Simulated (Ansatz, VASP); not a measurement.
## One calculation of TaN, two programs

```
Ta N
1.0
     2.93800    0.00000    0.00000
    -1.46900    2.54438    0.00000
     0.00000    0.00000    2.88300
Ta N
1 1
Cartesian
  0.0000 0.0000 1.4415
  1.4690 0.8481 0.0000
```

Alike in both runs: task relaxation of cell and atoms; functional PBEsol; k mesh 12 × 12 × 12; no spin polarisation.

|  | VASP | Ansatz |
| --- | --- | --- |
| version | VASP 6.6.1 | Ansatz 0.2.0 |
| potentials or method | VASP PAW PBE potentials, release 64 (Ta_pv, N) | PAW with Ansatz's default frozen-core files, scalar-relativistic |
| plane-wave cutoff (eV) | 600 | 420 |
| occupations | tetrahedron | tetrahedron-uncorrected |
| valence electrons in the cell | 16 | 18 |

Ansatz gave:

* relaxed volume (Å³/atom): 10.63
* relaxed cell length with the largest relative difference (Å): 2.871
* energy change over the relaxation (meV/atom): -2

Question: What did VASP give for the same quantities?

Answer: Relaxed volume (Å³/atom): 10.65; relaxed cell length with the largest relative difference (Å): 2.873; energy change over the relaxation (meV/atom): -2.

The two sets of potentials don't hold the same shells in valence. Ansatz warned: «band_table_not_solved_further».

Caveats: the PAW data sets were made with another functional, which shifts forces and pressure a little (VASP). Spin-orbit coupling is left out, which matters for the levels of Ta.
